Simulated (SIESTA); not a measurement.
The system is AlNi3.

```
CELL_PARAMETERS angstrom
3.52305 0.00000 0.00000
0.00000 3.52305 0.00000
0.00000 0.00000 3.52305
ATOMIC_POSITIONS crystal
Ni 0.50000 0.50000 0.00000
Ni 0.50000 0.00000 0.50000
Ni 0.00000 0.50000 0.50000
Al 0.00000 0.00000 0.00000
```

The cell is a database's computed one.

| Property | Result |
| --- | --- |
| Program | SIESTA 5.4.2 |
| Task | single point |
| Functional | PBEsol |
| Potentials or basis | PseudoDojo 0.4 standard (PBEsol files) |
| Basis | DZP (energy shift 0.003 Ry; two zetas on semicore shells) |
| Grid cutoff | 800 Ry |
| Energy shift | 0.003 Ry |
| k mesh | 8 × 8 × 8 |
| Occupations | fermi-dirac, width 0.05 eV |
| Spin | collinear spin, ferromagnetic start |
| Starting moments | [1.0, 1.0, 1.0, 0.0] μB |

On this cell: pressure -2.0 GPa; largest force zero by symmetry; net moment 0.64 μB per cell; site moments Ni +0.23; Al -0.05 μB; band gap on the k mesh none (metal or under the smearing width).

The same run follows on a disturbed copy (atoms moved at random, drawn with an rms of 0.05 Å):

```
Ni Al
1.0
     3.52305    0.00000    0.00000
     0.00000    3.52305    0.00000
     0.00000    0.00000    3.52305
Ni Al
3 1
Cartesian
  1.7710 1.7489 0.0478
  1.7636 0.0220 1.7543
  -0.0571 1.7529 1.7775
  -0.0005 -0.0023 -0.0070
```

Problem. What changes?

Solution. The energy (extrapolated to zero smearing) moves by +9.2 meV/atom; pressure -1.3 GPa; largest force 0.660 eV/Å; net moment 0.64 μB per cell; site moments Ni +0.23; Al -0.05 μB; band gap on the k mesh none (metal or under the smearing width).

Forces in eV/Å, atoms in the order of the input:
```
Ni  -0.400  0.227 -0.420
Ni  -0.331 -0.323  0.296
Ni   0.629  0.187  0.075
Al   0.101 -0.092  0.053
```

Stress tensor (GPa, compression positive):
```
-1.35  0.04  0.07
 0.04 -1.24 -0.12
 0.07 -0.12 -1.22
```

Caveats: short orbitals over semicore shells can move pressures by several GPa; the basis of atomic orbitals isn't converged, which shifts pressures, moduli and gaps.
